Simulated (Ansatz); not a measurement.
## Stress against strain in SnO2

```xyz
6
Lattice="4.7374 0.0000 0.0000 0.0000 4.7374 0.0000 0.0000 0.0000 3.1864" Properties=species:S:1:pos:R:3 pbc="T T T"
Sn    0.0000    0.0000    0.0000
Sn    2.3687    2.3687    1.5932
O     1.4478    1.4478    0.0000
O     0.9208    3.8165    1.5932
O     3.2895    3.2895    0.0000
O     3.8165    0.9208    1.5932
```

Atom numbers follow the list: Sn1, Sn2, O3, O4, O5, O6.

The geometry is COD entry 2101853, unchecked; take it as a test cell.

Spin–orbit coupling is left out, though it moves levels of the heavy atoms by tenths of an eV or more.

Level of theory: DFT, PBE, all-electron LAPW, scalar-relativistic (Ansatz 0.2.0).

Settings: a Γ-centred 4×4×6 k mesh, Fermi–Dirac smearing of 0.03 eV, basis error target 1 meV/atom, no spin polarisation.

The strain is applied along the Cartesian axes of the cell as listed (the other components stay zero). Fractional coordinates are held (clamped ions).

σ is the change of stress from the unstrained cell, which is at 10.75 GPa; tension is positive, so slopes are stress–strain coefficients at that pressure.

Only quantities that a quadratic follows smoothly over the whole series are listed; rougher ones are left out.

```
εxx = εyy  σzz (GPa)  σxx (GPa)
  -0.0300     -12.26     -16.25
  -0.0200      -7.77     -10.26
  -0.0100      -3.70      -4.86
   0.0000       0.00       0.00
   0.0100       3.35       4.37
   0.0300       9.11      11.81
```

Question: Fit the series and read off the stiffness at zero strain.

Answer: Least-squares fits y = p0 + p1 x + p2 x² to the rows give σzz (GPa): p1 = 355, p2 = -1800; σxx (GPa): p1 = 467, p2 = -2500. So C13 + C23 = 355 GPa and C11 + C12 = 467 GPa, for these axes.

Question: One run, at εxx = εyy = 0.0200, is withheld. Predict its row.

Answer: The fits give 6.42, 8.36; the run gave 6.38, 8.29.
